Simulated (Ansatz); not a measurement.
# AgI under pressure: fit and missing row

AgI, P6_3mc, a = 4.655 Å, c = 7.587 Å. The compound has several low-lying forms, and this is one of them. Ansatz: r2SCAN, PAW, 500 eV, Γ-centred 6×6×4 mesh on 4 atoms, Gaussian smearing 0.02 eV; no spin polarisation. Cell and atoms are relaxed at each pressure, and no other structure is tried, so the rows at high pressure may lie past a change of phase.

| V (Å³/atom) | P (GPa) |
| --- | --- |
| 25.919 | 15.02 |
| ? | 7.99 |
| 32.756 | 2.98 |
| 35.602 | -0.02 |
| 41.490 | -2.97 |

Take V0 = 35.602 Å³/atom, count pressures from its P0 = -0.02 GPa, fit the third-order Birch–Murnaghan form to the other rows, and predict the missing volume.

With the Eulerian strain f = ½[(V0/V)^(2/3) − 1] and y = (P − P0)/[3f(1 + 2f)^(5/2)], the form is the line y = B0 + 1.5 B0 (B0′ − 4) f. Rows (f, y): 0.11784, 25.1; 0.02856, 30.5; -0.04850, 26.2. Means f = 0.03263, y = 27.267; Σ(Δf)² = 0.01386, ΣΔfΔy = -0.1112; the slope is their ratio. y = 27.53 − 8.027 f GPa, so B0 = 27.5 GPa and B0′ = 4 + 2 × (-8.027)/(3 × 27.53) = 3.81. P = 7.99 GPa is met at f = 0.07105 (y = 26.96), so V = V0 (1 + 2f)^(−3/2) = 29.169 Å³/atom. The run gave 29.310 Å³/atom, so the fit is 0.141 Å³/atom too low, within the rms miss on the fitted rows (0.391 Å³/atom).

The mesh isn't the same in all rows (6×6×4, 12×12×4).

1 further run of this set didn't finish or converge.

Cost: 5 runs of about 14 core-minutes in all, on Arm Neoverse V2 (shared hosts).